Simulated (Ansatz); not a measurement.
## Structure search for CaH₈

All numbers below come from DFT PBE, scalar-relativistic, plane waves, PAW (Ansatz 0.2.0). All cells share a 420 eV cutoff and Γ-centred k meshes spaced at most about 0.3 Å⁻¹ (about 0.25 or finer for metals, 2π included). No spin polarisation.

The zero of energy is the elements' standard structures at the same level (H₂ as a molecule); no fitted shifts are applied.

These are static total energies at zero pressure. Larger cells and other orderings weren't all tried, so the list isn't exhaustive. Weakly bound directions are ill-defined at this level, which has no dispersion term (C2/m, Cmm2), and this can change margins and order among such cells. Kohn–Sham gaps at this level usually fall short of measured ones. With hydrogen, zero-point motion can shift formation energies by some tens of meV/atom.

Invented guesses were relaxed alike, and ends that match in structure were merged. ΔE counts from the first row. Coordination counts H atoms around Ca (those within 1.25 times the shortest such distance or 1.15 times the sum of covalent radii, 1.27 where that leaves under three; a plus sign parts nearer from farther groups). The ends were matched against large subsets of the Crystallography Open Database and the Materials Project, so a missing match doesn't prove that a structure is unreported.

| # | reached from | type and space group | atoms | Å³/atom | coordination | ΔE (meV/atom) | gap on mesh (eV) | in databases |
| --- | --- | --- | --- | --- | --- | --- | --- | --- |
| 1 | random cell | C2/m (No. 12) | 9 | 7.5 | Ca 6 | 0 | 0.00 | no match |
| 2 | random cell | Cmm2 (No. 35) | 9 | 14.7 | Ca 4+4 | 169 | 1.09 | no match |
| 3 | random cell | Fm-3m (No. 225) | 9 | 9.9 | Ca 8 | 1037 | 0.00 | no match |

The lowest: Space group C2/m (No. 12), monoclinic, a = 6.274 Å, b = 4.299 Å, c = 5.249 Å, β = 107.9°. Ca is surrounded by 2 H at 2.17 Å and 4 H at 2.36 Å; H on a site of symmetry -1 is surrounded by 2 H at 1.05 Å (long against the sum of covalent radii); H on a site of symmetry 1 has 2 H at 1.05 Å (long against the sum of covalent radii); H on a site of symmetry m is surrounded by 1 H at 1.94 Å, 1 Ca at 2.17 Å and 2 Ca at 2.36 Å. Its energy over the elements is +0.20 eV/atom. A positive value: parting into the elements would lower its energy. An observed structure of this formula, if there is one, may be missing.

```
Ca H
1.0
     3.13696   -2.14965    0.00000
     3.13696    2.14965    0.00000
    -1.61030    0.00000    4.99546
Ca H
1 8
Direct
  0.50000 0.50000 0.00000
  0.00000 0.50000 0.50000
  0.50000 0.00000 0.50000
  0.33282 0.83436 0.50113
  0.16564 0.66718 0.49887
  0.66718 0.16564 0.49887
  0.83436 0.33282 0.50113
  0.15495 0.15495 0.00010
  0.84505 0.84505 0.99990
```

The second: Space group Cmm2 (No. 35), orthorhombic, a = 5.683 Å, b = 6.516 Å, c = 7.151 Å. Ca is surrounded by 4 H at 2.16 Å and 4 H at 2.59–2.69 Å; H on a site of symmetry m has 1 H at 0.76 Å and 1 Ca at 2.69 Å; H on a second site of symmetry m is surrounded by 1 H at 0.84 Å and 2 H at 1.17 Å; around H on a site of symmetry 2 lie 2 Ca at 2.16 Å; 1 more site not described. Counting H atoms around Ca, the first has Ca 6 and the second has Ca 4+4. The second holds H–H pairs as short as in free H₂ molecules (shortest 0.76 Å); in the first the shortest H–H distance is 1.05 Å, near bonding range too. Cells relaxed within their symmetry can be saddle points.

```cif
data_structure
_symmetry_space_group_name_H-M 'Cmm2'
_symmetry_Int_Tables_number 35
_cell_length_a 5.6832
_cell_length_b 6.5160
_cell_length_c 7.1508
_cell_angle_alpha 90.000
_cell_angle_beta 90.000
_cell_angle_gamma 90.000
_cell_volume 264.81
loop_
_atom_site_label
_atom_site_type_symbol
_atom_site_symmetry_multiplicity
_atom_site_Wyckoff_symbol
_atom_site_fract_x
_atom_site_fract_y
_atom_site_fract_z
_atom_site_occupancy
Ca1 Ca 2 b 0.50000 0.00000 0.28319 1
H1 H 4 d 0.43354 0.00000 0.65611 1
H2 H 4 e 0.50000 0.43521 0.01866 1
H3 H 4 c 0.25000 0.75000 0.29567 1
H4 H 4 d 0.19113 0.00000 0.01623 1
```

Some types were kept out of the candidates beforehand, so the set may lack a known form.
